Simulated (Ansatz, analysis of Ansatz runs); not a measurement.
## Reproducing a measured charge-transition level: As-vacancy pair (E centre) in Si

Subject: As-vacancy pair (E centre) in Si. Wanted: its charge-transition level, in one set-up (r2SCAN, 128-site cell, r2SCAN lattice, 500 eV, k: the single point 1/4 1/4 1/4). The model is a cell of 128 host atoms with 1 site emptied and As put on another atom's site. The level is the Fermi energy at which two charge states have equal formation energy, after a correction for the images of the charge. A meta-GGA costs about twice a GGA and mends lattice constants and part of the gap.

Measured beforehand: (0/-1) level below the conduction-band bottom: 0.47 eV, by DLTS (quoted in “E Center in Silicon Has a Donor Level in the Band Gap”, 2006, A. Nylandsted Larsen et al., quoting earlier work (2002)). The runs below try to reproduce this.

Main program and level: Ansatz 0.2.0; plane-wave PAW DFT, r2SCAN; relaxation of all atoms of a defect supercell.

## Step 1: The starting structure

The cell holds 127 atoms: 126 Si and 1 As. Its edges and angles: a = 15.399 Å, b = 15.399 Å, c = 15.399 Å, α = 60.0°, β = 60.0°, γ = 60.0°. It derives from Si (space group Fd-3m). Nearest the centre at fractional (0.438, 0.438, 0.438): Si50 at 2.36 Å, As43 at 2.36 Å, Si74 at 2.36 Å, Si44 at 2.36 Å, Si36 at 3.85 Å, Si49 at 3.85 Å, Si42 at 3.85 Å, Si38 at 3.85 Å.

The host's primitive cell comes from a first run (plane-wave PAW DFT, r2SCAN; relaxation of the host's cell and atoms): vectors of 3.850, 3.850 and 3.850 Å. That is 20.17 Å³ an atom, 0.7 % over the diffraction cell's volume. The supercell is built on it.

## Step 2: Relaxation, charge 0

Every later number rests on the structure around the defect, so the atoms are relaxed at the host's lattice first.

relax0/input.yaml

```yaml
relax:
  f_tol: 0.02
  max_steps: 80
  random_displacement: { amplitude: 0.12, seed: 805 }
crystal:
  lattice:
    - [0.0, 10.88847935, 10.88847935]
    - [10.88847935, 0.0, 10.88847935]
    - [10.88847935, 10.88847935, 0.0]
  atoms:
    - { symbol: Si, position: [0.125, 0.125, 0.125] }
    - { symbol: Si, position: [0.1875, 0.1875, 0.1875] }
[... 3 atom lines left out ...]
    - { symbol: Si, position: [0.1875, 0.1875, 0.6875] }
[... 4 atom lines left out ...]
    - { symbol: Si, position: [0.125, 0.375, 0.375] }
    - { symbol: Si, position: [0.1875, 0.4375, 0.4375] }
    - { symbol: Si, position: [0.125, 0.375, 0.625] }
    - { symbol: Si, position: [0.1875, 0.4375, 0.6875] }
    - { symbol: Si, position: [0.125, 0.375, 0.875] }
[... 2 atom lines left out ...]
    - { symbol: Si, position: [0.1875, 0.6875, 0.1875] }
    - { symbol: Si, position: [0.125, 0.625, 0.375] }
    - { symbol: Si, position: [0.1875, 0.6875, 0.4375] }
    - { symbol: Si, position: [0.125, 0.625, 0.625] }
    - { symbol: Si, position: [0.1875, 0.6875, 0.6875] }
[... 4 atom lines left out ...]
    - { symbol: Si, position: [0.125, 0.875, 0.375] }
[... 8 atom lines left out ...]
    - { symbol: Si, position: [0.4375, 0.1875, 0.4375] }
    - { symbol: Si, position: [0.375, 0.125, 0.625] }
    - { symbol: Si, position: [0.4375, 0.1875, 0.6875] }
    - { symbol: Si, position: [0.375, 0.125, 0.875] }
[... 1 atom line left out ...]
    - { symbol: Si, position: [0.375, 0.375, 0.125] }
    - { symbol: Si, position: [0.4375, 0.4375, 0.1875] }
    - { symbol: As, position: [0.375, 0.375, 0.375] }
    - { symbol: Si, position: [0.375, 0.375, 0.625] }
    - { symbol: Si, position: [0.4375, 0.4375, 0.6875] }
    - { symbol: Si, position: [0.375, 0.375, 0.875] }
[... 1 atom line left out ...]
    - { symbol: Si, position: [0.375, 0.625, 0.125] }
    - { symbol: Si, position: [0.4375, 0.6875, 0.1875] }
    - { symbol: Si, position: [0.375, 0.625, 0.375] }
    - { symbol: Si, position: [0.4375, 0.6875, 0.4375] }
    - { symbol: Si, position: [0.375, 0.625, 0.625] }
[... 3 atom lines left out ...]
    - { symbol: Si, position: [0.375, 0.875, 0.125] }
[... 1 atom line left out ...]
    - { symbol: Si, position: [0.375, 0.875, 0.375] }
[... 6 atom lines left out ...]
    - { symbol: Si, position: [0.6875, 0.1875, 0.1875] }
    - { symbol: Si, position: [0.625, 0.125, 0.375] }
    - { symbol: Si, position: [0.6875, 0.1875, 0.4375] }
    - { symbol: Si, position: [0.625, 0.125, 0.625] }
    - { symbol: Si, position: [0.6875, 0.1875, 0.6875] }
[... 2 atom lines left out ...]
    - { symbol: Si, position: [0.625, 0.375, 0.125] }
    - { symbol: Si, position: [0.6875, 0.4375, 0.1875] }
    - { symbol: Si, position: [0.625, 0.375, 0.375] }
    - { symbol: Si, position: [0.6875, 0.4375, 0.4375] }
    - { symbol: Si, position: [0.625, 0.375, 0.625] }
[... 3 atom lines left out ...]
    - { symbol: Si, position: [0.625, 0.625, 0.125] }
    - { symbol: Si, position: [0.6875, 0.6875, 0.1875] }
    - { symbol: Si, position: [0.625, 0.625, 0.375] }
[... 15 atom lines left out ...]
    - { symbol: Si, position: [0.875, 0.125, 0.375] }
[... 5 atom lines left out ...]
    - { symbol: Si, position: [0.875, 0.375, 0.125] }
[... 1 atom line left out ...]
    - { symbol: Si, position: [0.875, 0.375, 0.375] }
[... 20 atom lines left out ...]
    - { symbol: Si, position: [0.9375, 0.9375, 0.9375] }
  host:
    repeats: [4, 4, 4]
    atoms:
      - { symbol: Si, position: [0.5, 0.5, 0.5] }
      - { symbol: Si, position: [0.75, 0.75, 0.75] }
basis:
  ecutwfc: 500
  xc_grid: 2
hamiltonian:
  xc: r2scan
kpoints:
  mp_grid: { grid: [1, 1, 1], shift: [0.25, 0.25, 0.25] }
magnetization:
  spin_polarized: true
  initial_magnetization: 1
  spin_locking: { lock_magnetization: hard }
scf:
  occupations: { method: fermi_dirac, width: 0.01 }
  max_iter: 120
output:
  forces: true
  charged_corrections:
    epsilon: 13.32
    static_epsilon: 13.32
    defect_position: [0.40625, 0.40625, 0.40625]
  eigenvalues: true
checkpoint:
  write: "../relax0.run"
  compress: false
  write_wavefunctions: true
  write_every: 100000
```

Started as:

```console
$ ansatz run input.yaml --threads 4 --pin off --max-ram 14131MiB --backend cpu --events-out ev --progress --plain --runs-dir out
```

Numbers of over 12 decimals in the logs are rounded to 6 here.

What it wrote:

```text
[... repeated set-up lines and file paths are left out, and long positions are rounded to six places ...]
Warning: This run holds its total moment fixed (magnetization.spin_locking.lock_magnetization: hard) and mixes its density by anderson or broyden (scf.mixing.algorithm, typed or taken by auto). [...]
Engine: ansatz 0.2.0, aarch64-unknown-linux-gnu
Pseudopotentials: kind: paw
Pseudopotential: Si, paw, valence charge 4, recommended cutoff 500 eV (meta_gga), Si.paw.azcp
Pseudopotential: As, paw, valence charge 15, recommended cutoff 500 eV (meta_gga), As.paw.azcp
Functional definition: r2SCAN
  parameter k0 = 0.174
  parameter k1 = 0.065
  parameter a1 = 4.9479
  exchange = r2scan_x(k0 = k0, k1 = k1, a1 = a1)
  correlation = r2scan_c
Crystal: 127 atoms, lattice volume = 2581.854 Å³
Basis set: ecut = 500 eV, 65547 PW (Γ), exchange–correlation on 240×240×240 points (8 copies of the dense FFT grid, shifted against one another)
Bands: 387, of which v1, the nominal top of the filled ones, is band 260 counted from 1 (259 counted from 0)
Symmetry: 1 space group operations
k-points: 1
Non-local potential: Si, projectors of the file, l = 0: 2, l = 1: 2, l = 2: 2
Non-local potential: As, projectors of the file, l = 0: 2, l = 1: 2, l = 2: 3, l = 3: 1
PAW form: soft (Blöchl's): semilocal exchange-correlation on the pseudo side does not see the compensation charge
PAW frozen core: Si, regenerated for the run's functional (the file was generated under x = pbe(κ = 0.804, μ = 0.219515), c = pbe(β = 0.066725))
PAW frozen core: As, regenerated for the run's functional (the file was generated under x = pbe(κ = 0.804, μ = 0.219515), c = pbe(β = 0.066725))
PAW one-centre angular grid: Si, 302 points (default); XC on 160 Gauss nodes
PAW one-centre angular grid: As, 590 points (default); XC on 160 Gauss nodes
Initial density: superposition of atomic densities (chi_scale 0.1, normalization cell)
Starting moments: Σ|m| = 1 μB on 127 of 127 sites
Initial wavefunctions: pseudopotential atomic-orbital guess
Functional: x = r2scan, c = r2scan; τ floored in thin density (d = 2e-4 eV/Å³)
SCF iter   1: F=—  HF=-85364.391113 eV  |F-HF|=—  |Δ(HF+E_count)|=         —  Δρ=2.32e-2 (↑2.31e-2 ↓2.32e-2)  dr2=5.03e1  dr2_τ=2.49e-1  dr2_m=9.98e-3  M=1.000 μB ∫|m|=1.000 μB  β_m=1.20  ethr=3.10e-3  ⟨swp⟩=6.0  Hψ=3582  notcnv=0  defer=144
preconditioner: auto → Resta (q_TF=auto, 2.088 Å⁻¹)  ε∞=4.9  [insulator: Δε(μ)=0.038 eV  Ē_g=8.402 eV  σ=0.010 eV  W_gap=0.74  n_scr=410 (ndim 8)  ℏωp=16.5 eV  f_vac=0.000  D(μ)=23.02/eV (n_scr^D=88)  ε∞_Penn≈4.9]
spin=Collinear: Resta preconditioning applied to the charge; magnetization (m = ρ↑ − ρ↓) channel mixes plain (no charge-response kernel on spin).
SCF iter   2: F=—  HF=-85363.794433 eV  |F-HF|=—  |Δ(HF+E_count)|=   5.97e-1  Δρ=1.76e-2 (↑1.76e-2 ↓1.76e-2)  dr2=2.87e1  dr2_τ=1.91e-2  dr2_m=5.08e-3  M=1.000 μB ∫|m|=1.165 μB  β_m=1.20  ethr=3.10e-3  ⟨swp⟩=1.5  Hψ=897  notcnv=0  defer=210  κ⁻¹=1.0e0(r=1)
SCF iter   3: F=—  HF=-85365.119001 eV  |F-HF|=—  |Δ(HF+E_count)|=    1.32e0  Δρ=3.15e-3 (↑3.03e-3 ↓3.15e-3)  dr2=1.41e0  dr2_τ=1.38e-3  dr2_m=9.50e-3  M=1.000 μB ∫|m|=1.704 μB  β_m=1.20  ethr=3.10e-3  ⟨swp⟩=2.0  Hψ=1294  notcnv=0  defer=229  κ⁻¹=1.7e-2(r=2)
SCF iter   4: F=—  HF=-85365.220296 eV  |F-HF|=—  |Δ(HF+E_count)|=   1.01e-1  Δρ=1.48e-3 (↑1.47e-3 ↓1.48e-3)  dr2=3.51e-1  dr2_τ=5.24e-4  dr2_m=1.14e-3  M=1.000 μB ∫|m|=1.473 μB  β_m=1.20  ethr=2.71e-4  ⟨swp⟩=2.5  Hψ=916  notcnv=0  defer=242  κ⁻¹=7.7e-3(r=3)
SCF iter   5: F=—  HF=-85365.256081 eV  |F-HF|=—  |Δ(HF+E_count)|=   3.58e-2  Δρ=9.46e-4 (↑9.46e-4 ↓8.32e-4)  dr2=9.43e-2  dr2_τ=2.00e-4  dr2_m=9.91e-4  M=1.000 μB ∫|m|=1.476 μB  β_m=1.20  ethr=6.77e-5  ⟨swp⟩=4.0  Hψ=1056  notcnv=0  defer=242  κ⁻¹=8.0e-4(r=4)
SCF iter   6: F=—  HF=-85365.291799 eV  |F-HF|=—  |Δ(HF+E_count)|=   3.57e-2  Δρ=4.74e-4 (↑4.74e-4 ↓4.11e-4)  dr2=1.94e-2  dr2_τ=4.68e-5  dr2_m=5.32e-4  M=1.000 μB ∫|m|=1.764 μB  β_m=1.20  ethr=1.82e-5  ⟨swp⟩=5.5  Hψ=1077  notcnv=0  defer=242  κ⁻¹=1.2e-4(r=5)
SCF iter   7: F=—  HF=-85365.304522 eV  |F-HF|=—  |Δ(HF+E_count)|=   1.27e-2  Δρ=2.42e-4 (↑2.42e-4 ↓1.94e-4)  dr2=6.73e-3  dr2_τ=7.23e-6  dr2_m=1.29e-4  M=1.000 μB ∫|m|=1.932 μB  β_m=1.20  ethr=3.73e-6  ⟨swp⟩=4.0  Hψ=1265  notcnv=0  defer=242  κ⁻¹=6.0e-5(r=6)
SCF iter   8: F=—  HF=-85365.306729 eV  |F-HF|=—  |Δ(HF+E_count)|=   2.21e-3  Δρ=1.02e-4 (↑7.69e-5 ↓1.02e-4)  dr2=9.54e-4  dr2_τ=9.41e-7  dr2_m=2.75e-5  M=1.000 μB ∫|m|=2.032 μB  β_m=1.20  ethr=1.30e-6  ⟨swp⟩=4.5  Hψ=1379  notcnv=0  defer=242  κ⁻¹=1.7e-5(r=7)
SCF iter   9: F=—  HF=-85365.307069 eV  |F-HF|=—  |Δ(HF+E_count)|=   3.40e-4  Δρ=5.22e-5 (↑4.38e-5 ↓5.22e-5)  dr2=2.71e-4  dr2_τ=2.86e-7  dr2_m=8.74e-6  M=1.000 μB ∫|m|=2.025 μB  β_m=1.20  ethr=1.84e-7  ⟨swp⟩=2.5  Hψ=1129  notcnv=0  defer=242  κ⁻¹=5.0e-6(r=8)
SCF iter  10: F=—  HF=-85365.307222 eV  |F-HF|=—  |Δ(HF+E_count)|=   1.53e-4  Δρ=2.40e-5 (↑2.40e-5 ↓2.40e-5)  dr2=7.89e-5  dr2_τ=8.25e-8  dr2_m=1.39e-6  M=1.000 μB ∫|m|=2.018 μB  β_m=1.20  ethr=5.23e-8  ⟨swp⟩=3.0  Hψ=1065  notcnv=0  defer=242  κ⁻¹=1.7e-6(r=8)
SCF iter  11: F=—  HF=-85365.307256 eV  |F-HF|=—  |Δ(HF+E_count)|=   3.42e-5  Δρ=1.02e-5 (↑9.96e-6 ↓1.02e-5)  dr2=1.25e-5  dr2_τ=1.97e-8  dr2_m=3.37e-7  M=1.000 μB ∫|m|=2.017 μB  β_m=1.20  ethr=1.52e-8  ⟨swp⟩=3.0  Hψ=1059  notcnv=0  defer=242  κ⁻¹=1.3e-5(r=8)
SCF iter  12: F=—  HF=-85365.307262 eV  |F-HF|=—  |Δ(HF+E_count)|=   5.67e-6  Δρ=5.80e-6 (↑5.80e-6 ↓5.57e-6)  dr2=4.77e-6  dr2_τ=5.32e-9  dr2_m=6.78e-8  M=1.000 μB ∫|m|=2.019 μB  β_m=1.20  ethr=1.93e-9  ⟨swp⟩=18.0  Hψ=5568  notcnv=0  κ⁻¹=9.8e-6(r=8)
SCF iter  13: F=-85365.307264 eV  HF=-85365.307265 eV  |F-HF|=1.66e-7  |Δ(HF+E_count)|=   2.88e-6  Δρ=2.94e-6 (↑2.93e-6 ↓2.94e-6)  dr2=1.00e-6  dr2_τ=1.68e-9  dr2_m=4.99e-8  M=1.000 μB ∫|m|=2.019 μB  ethr=9.19e-10  ⟨swp⟩=5.0  Hψ=2390  notcnv=0
SCF 1 converged in 13 iterations: F = -85365.307264 eV  dr2 = 1.00e-6
  greatest PAW one-centre occupation: 0.999 electrons in one spin orbital (limit 2), on the As atom at site 42 (counted from 0), in its partial waves of l = 2
relax step   1: F+E_penalty+E_count = -85365.30726445 eV  Δ(F+E_penalty+E_count) = +0.000e0 eV  max|allowed force component| = 3.129e0 eV/Å  Δτ_max = 0.0000 Å  (13 SCF iters, dr2 threshold 1.00e-5 eV, accepted)
[... the SCF cycles and remarks between the steps are left out from here to the last step ...]
relax step   2: F+E_penalty+E_count = -85377.86485170 eV  Δ(F+E_penalty+E_count) = -1.256e1 eV  max|allowed force component| = 9.120e-1 eV/Å  Δτ_max = 0.1948 Å  (8 SCF iters, dr2 threshold 1.00e-4 eV, accepted)
relax step   3: F+E_penalty+E_count = -85378.91317837 eV  Δ(F+E_penalty+E_count) = -1.048e0 eV  max|allowed force component| = 1.685e-1 eV/Å  Δτ_max = 0.1547 Å  (7 SCF iters, dr2 threshold 5.20e-5 eV, accepted)
relax step   4: F+E_penalty+E_count = -85378.88126659 eV  Δ(F+E_penalty+E_count) = +3.191e-2 eV  max|allowed force component| = 2.109e-1 eV/Å  Δτ_max = 0.1364 Å  (9 SCF iters, dr2 threshold 1.77e-6 eV, rejected (line search))
relax step   5: F+E_penalty+E_count = -85378.92902406 eV  Δ(F+E_penalty+E_count) = -1.585e-2 eV  max|allowed force component| = 3.649e-2 eV/Å  Δτ_max = 0.0581 Å  (11 SCF iters, accepted)
relax step   6: F+E_penalty+E_count = -85378.92808250 eV  Δ(F+E_penalty+E_count) = +9.416e-4 eV  max|allowed force component| = 6.814e-2 eV/Å  Δτ_max = 0.0196 Å  (9 SCF iters, rejected (line search))
SCF iter   1: F=—  HF=-85378.928672 eV  |F-HF|=—  |Δ(HF+E_count)|=         —  Δρ=1.02e-4 (↑1.02e-4 ↓1.02e-4)  dr2=9.70e-4  dr2_τ=3.47e-5  dr2_m=2.02e-5  M=1.000 μB ∫|m|=1.948 μB  β_m=1.20  ethr=1.96e-6  ⟨swp⟩=5.5  Hψ=1984  notcnv=0  defer=240
SCF iter   2: F=—  HF=-85378.929303 eV  |F-HF|=—  |Δ(HF+E_count)|=   6.31e-4  Δρ=7.37e-5 (↑7.37e-5 ↓7.36e-5)  dr2=4.89e-4  dr2_τ=3.29e-7  dr2_m=9.20e-7  M=1.000 μB ∫|m|=1.942 μB  β_m=1.20  ethr=1.87e-7  ⟨swp⟩=2.0  Hψ=1407  notcnv=0  defer=240  κ⁻¹=1.0e0(r=1)
SCF iter   3: F=—  HF=-85378.929286 eV  |F-HF|=—  |Δ(HF+E_count)|=   1.77e-5  Δρ=3.30e-5 (↑3.29e-5 ↓3.30e-5)  dr2=8.49e-5  dr2_τ=9.72e-8  dr2_m=4.07e-7  M=1.000 μB ∫|m|=1.937 μB  β_m=1.20  ethr=9.42e-8  ⟨swp⟩=2.5  Hψ=937  notcnv=0  defer=240  κ⁻¹=1.5e-1(r=2)
SCF iter   4: F=—  HF=-85378.930109 eV  |F-HF|=—  |Δ(HF+E_count)|=   8.23e-4  Δρ=1.16e-5 (↑1.16e-5 ↓1.16e-5)  dr2=1.52e-5  dr2_τ=9.20e-9  dr2_m=8.61e-8  M=1.000 μB ∫|m|=1.936 μB  β_m=1.20  ethr=1.64e-8  ⟨swp⟩=2.0  Hψ=1042  notcnv=0  defer=240  κ⁻¹=1.3e-2(r=3)
SCF iter   5: F=—  HF=-85378.930112 eV  |F-HF|=—  |Δ(HF+E_count)|=   3.02e-6  Δρ=3.96e-6 (↑3.96e-6 ↓3.95e-6)  dr2=1.81e-6  dr2_τ=1.71e-9  dr2_m=5.23e-8  M=1.000 μB ∫|m|=1.937 μB  β_m=1.20  ethr=2.93e-9  ⟨swp⟩=2.0  Hψ=1049  notcnv=0  defer=240  κ⁻¹=2.9e-3(r=4)
SCF iter   6: F=—  HF=-85378.930112 eV  |F-HF|=—  |Δ(HF+E_count)|=   7.54e-7  Δρ=1.77e-6 (↑1.77e-6 ↓1.74e-6)  dr2=3.74e-7  dr2_τ=4.94e-10  dr2_m=8.22e-9  M=1.000 μB ∫|m|=1.937 μB  β_m=1.20  ethr=3.48e-10  ⟨swp⟩=2.0  Hψ=1043  notcnv=0  defer=240  κ⁻¹=6.5e-4(r=5)
SCF iter   7: F=—  HF=-85378.930113 eV  |F-HF|=—  |Δ(HF+E_count)|=   1.62e-7  Δρ=9.06e-7 (↑8.75e-7 ↓9.06e-7)  dr2=8.58e-8  dr2_τ=1.76e-10  dr2_m=1.56e-9  M=1.000 μB ∫|m|=1.937 μB  β_m=1.20  ethr=1.93e-11  ⟨swp⟩=18.0  Hψ=5753  notcnv=0  κ⁻¹=1.2e-4(r=6)
SCF iter   8: F=-85378.930113 eV  HF=-85378.930113 eV  |F-HF|=1.12e-8  |Δ(HF+E_count)|=   5.93e-8  Δρ=4.27e-7 (↑4.10e-7 ↓4.27e-7)  dr2=1.75e-8  dr2_τ=3.69e-11  dr2_m=3.46e-10  M=1.000 μB ∫|m|=1.937 μB  ethr=1.65e-11  ⟨swp⟩=4.0  Hψ=1815  notcnv=0
SCF 7 converged in 8 iterations: F = -85378.930113 eV  dr2 = 1.75e-8
relax step   7: F+E_penalty+E_count = -85378.93011259 eV  Δ(F+E_penalty+E_count) = -1.089e-3 eV  max|allowed force component| = 7.630e-3 eV/Å  Δτ_max = 0.0089 Å  (8 SCF iters, accepted)
iter 1 solved again at ethr=3.38e-12 eV; its pass at ethr=3.10e-3 eV (dr2=1.75e-8 eV) is discarded
SCF iter   1: F=—  HF=-85378.930113 eV  |F-HF|=—  |Δ(HF+E_count)|=         —  Δρ=4.27e-7 (↑4.10e-7 ↓4.27e-7)  dr2=1.75e-8  dr2_τ=3.69e-11  dr2_m=3.46e-10  M=1.000 μB ∫|m|=1.937 μB  β_m=1.20  ethr=3.38e-12  ⟨swp⟩=1.5  Hψ=2155  notcnv=0
SCF iter   2: F=-85378.930113 eV  HF=-85378.930113 eV  |F-HF|=7.20e-9  |Δ(HF+E_count)|=   7.35e-9  Δρ=3.15e-7 (↑3.09e-7 ↓3.15e-7)  dr2=1.02e-8  dr2_τ=2.06e-11  dr2_m=3.62e-11  M=1.000 μB ∫|m|=1.937 μB  ethr=3.38e-12  ⟨swp⟩=3.0  Hψ=1539  notcnv=0
SCF 8 converged in 2 iterations: F = -85378.930113 eV  dr2 = 1.02e-8
SCF converged after 2 iterations
Stability not checked: this state was not tested for a lower state beside it, because the mixer in use, unlike msr1, does not test its closes by its own steps (another_mixer; see scf.mixing.algorithm and scf.lower_state_search)
Magnetization: 1.0000 μB (260.0000 up, 259.0000 down)
Absolute magnetization: 1.9452 μB (∫|ρ↑−ρ↓|, with the PAW one-centre terms)
Spin contamination: 0.1509 ħ² per cell (⟨S²⟩ above its minimum at these occupations)
Per-site moments (μB) at R_I (Å): [(0.00127702, 0.972186), (6.729854561008647e-5, 0.972186), (0.0011295, 0.972408), [... 124 left out ...]
Free energy (F): -85378.930113 eV
Harris-Foulkes:  -85378.930113 eV  (|F-HF|=7.20e-9)
Internal energy: -85378.930113 eV  (E = F + TS)
E sigma→0 (E₀):  -85378.930113 eV
Fermi energy:    6.567528 (↑ 6.567537, ↓ 6.355041) eV
--- Per-component energies (eV) ---
  E_band       = 102.520346
  E_kinetic    = 5198.842144
  E_local      = -6265.587856  (includes V_loc(G=0)·N_el)
  E_nonlocal   = 2475.083686
  E_hartree    = 2443.075641
  E_xc         = -6559.931687
  E_vxc        = -6346.506309  (∫ρ·V_xc dr)
  E_paw        = -67306.292165  (= ΣΔE_a)
  E_vpaw       = -94.781242  (= ΣTr[D̂ρ^β])
  E_aug_tail   = 0.000532  (compensation charges beyond the density's cutoff)
  E_vtau       = 249.318212  (kinetic-family band-sum trace: ∫τ·v_τ [+ j·A + Jᵃ·Aᵃ] dr)
  E_ewald      = -15353.032445
  E_core_change = -11.087963  (= ΣΔE_core)
  E_smearing   = -0.000000  (= −TS)
  E_closure    = 0.000000  (closes the sum)
  Σ components = -85378.930113   (vs F -85378.930113, Δ=0.00e0)
--- Forces (eV/Å), atoms counted from 1 ---
  atom   1  Si     0.00208202     0.00190901     0.00109242
  atom   2  Si    -0.00025583    -0.00041213    -0.00019155
  [... 9 atoms left out ...]
  atom  12  Si     0.00007861    -0.00334130    -0.00277355
  [... 23 atoms left out ...]
  atom  36  Si    -0.00303421    -0.00049947    -0.00301943
  [... 5 atoms left out ...]
  atom  42  Si    -0.00365498    -0.00363461    -0.00100429
  atom  43  As     0.00472047     0.00433917     0.00518394
  atom  44  Si     0.00773214     0.00177954    -0.00649483
  [... 3 atoms left out ...]
  atom  48  Si    -0.00176306     0.00061720     0.00019479
  atom  49  Si    -0.00190063    -0.00224864     0.00224316
  atom  50  Si     0.00018517     0.00276154    -0.00262268
  [... 22 atoms left out ...]
  atom  73  Si    -0.00355856     0.00248839     0.00248717
  atom  74  Si    -0.00295303    -0.00073373     0.00229775
  [... 53 atoms left out ...]
  max |Σ_I F_I| component: 1.25e-2 eV/Å
--- Band table (eV) ---
  k-point 0 ↑: bands = ["-29.8470", "-29.8466", "-29.8022", "-29.8015", [... 379 left out ...] "10.7322", "10.7347", "10.7690", "10.7927"]
  k-point 0 ↓: bands = ["-29.8462", "-29.8457", "-29.8013", "-29.8003", [... 379 left out ...] "10.7377", "10.7563", "10.7757", "10.8030"]
--- Relaxed structure (7 steps of the walk, 5 accepted, 0 SCFs on fresh bases) ---
  F+E_penalty+E_count = -85378.93011259 eV   max|allowed force component| = 7.630e-3 eV/Å
  atoms:
    - { symbol: Si, position: [0.125002, 0.125871, 0.124526] }
    - { symbol: Si, position: [0.187331, 0.187939, 0.187580] }
    [... 9 atoms left out ...]
    - { symbol: Si, position: [0.190092, 0.436398, 0.435134] }
    [... 23 atoms left out ...]
    - { symbol: Si, position: [0.435747, 0.190842, 0.435264] }
    [... 5 atoms left out ...]
    - { symbol: Si, position: [0.435138, 0.435925, 0.189772] }
    - { symbol: As, position: [0.380899, 0.381749, 0.380291] }
    - { symbol: Si, position: [0.382076, 0.380324, 0.617306] }
    [... 3 atoms left out ...]
    - { symbol: Si, position: [0.374520, 0.623859, 0.127382] }
    - { symbol: Si, position: [0.436464, 0.684173, 0.192828] }
    - { symbol: Si, position: [0.373412, 0.623731, 0.380976] }
    [... 22 atoms left out ...]
    - { symbol: Si, position: [0.681957, 0.437113, 0.194610] }
    - { symbol: Si, position: [0.620282, 0.374211, 0.383724] }
    [... 53 atoms left out ...]
```

Wall time 46 min (4 threads of Arm Neoverse V1, shared host); peak memory 8.6 GiB; 3 h of CPU time.

(Part 1 of 2 ends here.)

[Logs are printed without paths, hosts, clocks, repeated set-up lines and the standing remarks that a program may print on its own settings, such as how far it seeks lower states.]

[Hosts, paths, dates, database ids (printed as entryN), source tags and the programs' standing remarks are cut or masked in the printed files.]

[For some hosts the program warned that the k-mesh of the response run may be too coarse for force constants and the static dielectric constant; such warnings are not shown here.]
